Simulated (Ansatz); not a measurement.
Relaxed ZrO2 (fluorite):

```
CELL_PARAMETERS angstrom
      0.00000     2.55794     2.55794
      2.55794     0.00000     2.55794
      2.55794     2.55794     0.00000
ATOMIC_POSITIONS crystal
  Zr 0.00000 0.00000 0.00000
  O  0.25000 0.25000 0.25000
  O  0.75000 0.75000 0.75000
```

The atoms are displaced by Q × the pattern below (from a DFPT mode at Γ, largest move 1; Q in Å), at fixed cell. It is one choice among 3 degenerate patterns.

```csv
atom,x,y,z
O2,0.000,0.000,1.000
O3,0.000,0.000,-1.000
```

Atoms not listed stay in place.

Method: PBE (plane waves to 420 eV, PAW, scalar-relativistic; Ansatz, an electronic-structure program). k mesh 11×11×11 (Γ-centred), Fermi-Dirac smearing 0.05 eV. E stands for the smeared free energy. This is a high-temperature form of ZrO2. ZrO2 is run without spin polarisation. ZrO2 was relaxed with its symmetry unable to fall. The zero of ΔE is the undisplaced structure.

| Q (Å) | −dE/dQ from forces (eV/Å) | ΔE (eV/cell) |
|---|---|---|
| -0.280 | 13.238 | ___ |
| -0.233 | 10.199 | ___ |
| -0.187 | 7.610 | 0.664 |
| -0.140 | 5.383 | 0.362 |
| -0.093 | 3.433 | 0.157 |
| -0.047 | 1.669 | 0.039 |
| 0.000 | 0.000 | 0.000 |
| 0.047 | -1.669 | 0.039 |
| 0.093 | -3.433 | 0.157 |
| 0.140 | -5.383 | 0.362 |
| 0.187 | -7.610 | 0.664 |
| 0.233 | -10.199 | ___ |
| 0.280 | -13.238 | ___ |

What belongs in the gaps?


- -0.280, ΔE (eV/cell): 1.623
- -0.233, ΔE (eV/cell): 1.078
- 0.233, ΔE (eV/cell): 1.078
- 0.280, ΔE (eV/cell): 1.623

(A displaced cell: forces are minus the slopes of the energy, force constants its curvatures, and phonons follow from these.)
